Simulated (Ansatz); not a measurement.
# Ti: the cost of one run

Computed with Ansatz 0.2.0 (DFT PBE, scalar-relativistic, plane waves, PAW, unless a step's input says otherwise).

## 1. Starting point

The structure is hexagonal, space group P6_3/mmc (No. 194). The conventional cell has a = 2.950 Å, b = 2.950 Å, c = 4.680 Å, α = 90.00°, β = 90.00°, γ = 120.00°. Around Ti (site symmetry -6m2) lie 12 Ti at 2.89 to 2.95 Å.

As a file:

```
Ti
1.0
     2.95000    0.00000    0.00000
    -1.47500    2.55477    0.00000
     0.00000    0.00000    4.68000
Ti
2
Cartesian
  0.0000 1.7032 1.1700
  1.4750 0.8516 3.5100
```

## 2. Relaxing cell and atoms: Ti, no spin

Contents of input.yaml:

```yaml
crystal:
  lattice:
    - [2.95, 0.0, 0.0]
    - [-1.475, 2.55477494, 0.0]
    - [0.0, 0.0, 4.68]
  atoms:
    - { symbol: Ti, position: [0.3333333333, 0.6666666667, 0.25] }
    - { symbol: Ti, position: [0.6666666667, 0.3333333333, 0.75] }
scf:
  occupations: { method: gaussian, width: 0.1 }
output:
  forces: true
  stress: true
  eigenvalues: true
  write_density: true
  write_potential: true
  elf: true
  volumetric_format: npy
kpoints:
  mp_grid: { grid: [33, 33, 18] }
hamiltonian:
  xc: pbe
relax:
  f_tol: 0.003
  max_steps: 60
  cell: { stress_tol: 0.02 }
```

Command:

```
$ ansatz run input.yaml --threads 8 --pin off --max-ram 24576MiB --backend cpu --events-out ev --progress --plain --runs-dir out
```

Q: Estimate wall time and peak memory on 8 threads of Intel Xeon Platinum 8259CL at 2.50GHz (Skylake/Cascade Lake), shared host.

About 44 s, with a peak of 0.98 GiB.
